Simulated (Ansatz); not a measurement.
CsSnI3:

```
Cs I Sn
1.0
     6.20570    0.00000    0.00000
     0.00000    6.20570    0.00000
     0.00000    0.00000    6.20570
Cs I Sn
1 3 1
Cartesian
  0.0000 0.0000 0.0000
  3.1029 3.1029 0.0000
  3.1029 0.0000 3.1029
  0.0000 3.1029 3.1029
  3.1029 3.1029 3.1029
```

| Item | Value |
| --- | --- |
| Program | Ansatz 0.2.0 |
| Task | relaxation of cell and atoms |
| Functional | PBE |
| Potentials or basis | Ansatz PAW |
| Cutoff | 420 eV (not typed: the program's choice for these potentials) |
| k mesh | 4 × 4 × 4 |
| Occupations | fermi-dirac, width 0.05 eV |
| Spin | no spin polarisation |

At the start: volume 47.80 Å³/atom.

Question: How do energy, volume and symmetry change on relaxing?

Answer: It ends after 4 steps and the volume is 50.01 Å³/atom (+4.6 %); space group Pm-3m (No. 221, to 0.05 Å).

The path:
```csv
step,energy change (eV),largest force (eV/Å),volume (Å³)
1,0.0000,0.0000,238.99
2,-0.0199,0.0000,244.44
3,-0.0268,0.0000,250.05
4,-0.0276,0.0000,250.05
```

Final structure:
```
Cs I Sn
1.0
     6.30004    0.00000    0.00000
     0.00000    6.30004    0.00000
     0.00000    0.00000    6.30004
Cs I Sn
1 3 1
Direct
  0.00000 0.00000 0.00000
  0.50000 0.50000 0.00000
  0.50000 0.00000 0.50000
  0.00000 0.50000 0.50000
  0.50000 0.50000 0.50000
```

Caveat: the plane-wave basis is chosen anew once the cell has moved, so the energies of steps on either side of that aren't comparable.
